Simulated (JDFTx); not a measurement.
# C in JDFTx: convergence with rho ratio

Slab: C, a slab with vacuum.

```
C
1.0
     2.45617    0.00000    0.00000
    -1.22809    2.12711    0.00000
     0.00000    0.00000    8.52380
C
2
Direct
  0.66667 0.33333 0.00000
  0.33333 0.66667 0.00000
```

| Item | Value |
| --- | --- |
| Program | JDFTx 1.7.0 (patched build) |
| Task | convergence study |
| Functional | BLYP |
| Potentials or basis | PseudoDojo-SR-PBE-0.5-standard with smoothed tails |
| Cutoff | 1116 eV |
| Density cutoff | 4463 eV |
| k mesh | 12 × 12 × 3 |
| Occupations | fermi-dirac, width 0.05 eV |
| Spin | no spin polarisation |

These are the settings of the first run; the series varies rho ratio, with any setting tied to it.

Hardware: 1 thread of Arm Neoverse V2, on a shared host.

| rho ratio | energy less the tightest run, at zero smearing (meV/atom) | SCF cycles | CPU time (s) | peak memory (GiB) |
| --- | --- | --- | --- | --- |
| 4 | -0.04 | 16 | 47 | 0.1 |
| 5 | 0.02 | 16 | 51 | 0.1 |
| 6 | -0.01 | 16 | 55 | 0.11 |
| 8 | -0.01 | 16 | 55 | 0.13 |
| 10 | 0.00 | 16 | 60 | 0.17 |

Against the tightest run, the energy stays within 1 meV/atom from 4 on. The tightest run that finished is the yardstick and may itself not be fully converged.
